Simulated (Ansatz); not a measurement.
A plane-wave DFT run in Ansatz 0.2.0 (scalar-relativistic PAW potentials unless the input names others): input and command.

```yaml
crystal:
  lattice:
    - [0.0, -2.70465, -2.70465]
    - [0.0, 2.70465, -2.70465]
    - [5.4093, 0.0, 0.0]
  atoms:
    - { symbol: Zn, position: [0.5294121283, 0.5, 0.5] }
    - { symbol: Zn, position: [-0.0294121283, 0.0, 0.0] }
    - { symbol: S, position: [0.0186619001, 0.5, 0.25] }
    - { symbol: S, position: [0.4813380999, 0.0, 0.75] }
kpoints:
  mp_grid: { grid: [8, 8, 6] }
hamiltonian:
  xc: pbesol
scf:
  occupations: { method: gaussian, width: 0.3 }
output:
  forces: true
  eigenvalues: true
  stress: true
```

```bash
ansatz run input.yaml --threads 2 --pin off --max-ram 5120MiB --backend cpu --events-out ev --progress --plain --runs-dir out
```

Abridged log:
```
Basis set: ecut = 420 eV, 1523 PW (Γ), exchange–correlation on 54×54×80 points (8 copies of the dense FFT grid, shifted against one another)
Bands: 22, of which v1, the nominal top of the filled ones, is band 18 counted from 1 (17 counted from 0)
Symmetry: 4 space group operations
k-points: 100 of 384 (time reversal used)
SCF iter   1: F=—  HF=-8334.842485 eV  |F-HF|=—  |Δ(HF+E_count)|=         —  Δρ=5.54e-3  dr2=2.93e-2  ethr=1.77e-3  ⟨swp⟩=5.2  Hψ=9789  notcnv=0
SCF iter   2: F=—  HF=-8334.835186 eV  |F-HF|=—  |Δ(HF+E_count)|=   7.30e-3  Δρ=2.10e-3  dr2=6.03e-3  ethr=8.15e-5  ⟨swp⟩=2.0  Hψ=4778  notcnv=0
SCF iter   3: F=—  HF=-8334.834059 eV  |F-HF|=—  |Δ(HF+E_count)|=   1.13e-3  Δρ=1.51e-3  dr2=1.22e-3  ethr=1.68e-5  ⟨swp⟩=2.0  Hψ=3861  notcnv=0
SCF iter   4: F=—  HF=-8334.833565 eV  |F-HF|=—  |Δ(HF+E_count)|=   4.94e-4  Δρ=4.10e-4  dr2=1.34e-4  ethr=3.38e-6  ⟨swp⟩=2.1  Hψ=3483  notcnv=0
SCF iter   5: F=—  HF=-8334.833630 eV  |F-HF|=—  |Δ(HF+E_count)|=   6.54e-5  Δρ=8.81e-5  dr2=9.22e-6  ethr=3.73e-7  ⟨swp⟩=3.0  Hψ=4241  notcnv=0
SCF iter   6: F=—  HF=-8334.833650 eV  |F-HF|=—  |Δ(HF+E_count)|=   2.01e-5  Δρ=3.66e-5  dr2=8.24e-7  ethr=2.56e-8  ⟨swp⟩=2.0  Hψ=4000  notcnv=0
SCF iter   7: F=-8334.833651 eV  HF=-8334.833651 eV  |F-HF|=2.93e-8  |Δ(HF+E_count)|=   8.90e-7  Δρ=5.71e-6  dr2=2.42e-8  ethr=2.78e-10  ⟨swp⟩=3.0  Hψ=9671  notcnv=0
SCF 1 converged in 7 iterations: F = -8334.833651 eV  dr2 = 2.42e-8
SCF converged after 7 iterations
Free energy (F): -8334.833651 eV
Harris-Foulkes:  -8334.833651 eV  (|F-HF|=2.93e-8)
Internal energy: -8334.833651 eV  (E = F + TS)
E sigma→0 (E₀):  -8334.833651 eV
Entropy (-TS):    0.000000 eV ( 0.000 meV/atom)
Fermi energy:    6.652863 eV
--- Forces (eV/Å), atoms counted from 1 ---
  atom   1  Zn     0.05004881     0.15678510     0.15678510
  atom   2  Zn     0.05004881    -0.15678510    -0.15678510
  atom   3  S     -0.05004820     0.06548431     0.06548431
  atom   4  S     -0.05004820    -0.06548431    -0.06548431
--- Stress (GPa, compression-positive) ---
       -2.239043       0.000000       0.000000
        0.000000      -2.327698       0.161587
        0.000000       0.161587      -2.327698
  P = ⅓ Tr σ = -2.2981 GPa (-22.981 kbar)
```

Apart from outputs and empty bands, the input differs from a reference run on usual settings in scf.occupations.width: 0.05 → 0.3; hamiltonian.xc: "pbe" → "pbesol"; basis.ecutwfc: 420 → not typed. The reference, at the same geometry (not necessarily relaxed), gave pressure 1.25 GPa, largest force 0.224 eV/Å, gap on the mesh 2.06 eV. This run converged in 7 SCF iterations (reference: 6) with a total energy on another zero, pressure -2.30 GPa, largest force 0.227 eV/Å, gap on the mesh 1.93 eV. Its smearing width is looser than usual. The Hamiltonian differs as well, so the change in the result can't be put down to that alone.

Time: 9.3 s on 2 threads of Arm Neoverse V1 (shared host), peak memory 0.4 GiB.